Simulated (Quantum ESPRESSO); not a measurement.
The system is CO2.

```
O C
1.0
    -1.97473    1.97473    3.01406
     1.97473   -1.97473    3.01406
     1.97473    1.97473   -3.01406
O C
4 2
Direct
  0.87500 0.95980 0.58480
  0.37500 0.29020 0.41520
  0.04020 0.62500 0.91520
  0.70980 0.12500 0.08480
  0.00000 0.00000 0.00000
  0.75000 0.25000 0.50000
```

The cell comes from a database or a generator and needn't be the stable form of this composition.

Base run:

```yaml
Program: Quantum ESPRESSO 7.5
Functional: PBE
Potentials_or_basis: SSSP 1.3 efficiency PBE
Cutoff: 748 eV
Density_cutoff: 5987 eV
k_mesh: 9 × 9 × 9
Occupations: fermi-dirac, width 0.05 eV
Spin: no spin polarisation
```

Its results: band gap on the k mesh 7.69 eV, indirect (least direct gap 8.13 eV); pressure -0.2 GPa; largest force 0.009 eV/Å.

Q: The run is repeated on the same cell with these changes: functional from PBE to PBEsol; potentials or basis from SSSP 1.3 efficiency PBE to GBRV 1.5 PBEsol; cutoff from 748 eV to 612 eV; density cutoff from 5987 eV to 4898 eV. What comes out?

A: Band gap on the k mesh 7.58 eV, indirect (least direct gap 8.05 eV); pressure -5.5 GPa; largest force 0.125 eV/Å.

Caveats: an odd mesh through Γ misses points on the zone boundary, where band edges often lie (some runs).
